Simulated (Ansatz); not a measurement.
Crystal: Li.

```
CELL_PARAMETERS angstrom
-1.75465 1.75465 1.75465
1.75465 -1.75465 1.75465
1.75465 1.75465 -1.75465
ATOMIC_POSITIONS crystal
Li 0.00000 0.00000 0.00000
```

* Program: Ansatz 0.2.0
* Task: relaxation of cell and atoms
* Functional: BLYP
* Potentials or basis: all-electron LAPW, scalar-relativistic
* Basis error allowed: 0.001 eV/atom
* k mesh: 11 × 11 × 11
* Occupations: fermi-dirac, width 0.05 eV
* Spin: no spin polarisation

At the start: volume 21.61 Å³/atom.

Task: How do energy, volume and symmetry change on relaxing?

Result: Over 5 steps the energy falls by 4.8 meV/atom and the volume is 20.04 Å³/atom (-7.3 %); space group Im-3m (No. 229, to 0.05 Å).

The path:
```tsv
step	energy change (eV)	largest force (eV/Å)	volume (Å³)
1	0.0000	0.0000	21.61
2	-0.0032	0.0000	20.94
3	-0.0048	0.0000	19.94
4	-0.0048	0.0000	20.04
5	-0.0048	0.0000	20.04
```

Final structure:
```
Li
1.0
    -1.71099    1.71099    1.71099
     1.71099   -1.71099    1.71099
     1.71099    1.71099   -1.71099
Li
1
Direct
  0.00000 0.00000 0.00000
```

The cell as given is a measured one (21.61 Å³/atom); BLYP puts the equilibrium volume -7.3 % from it, thermal expansion not counted.
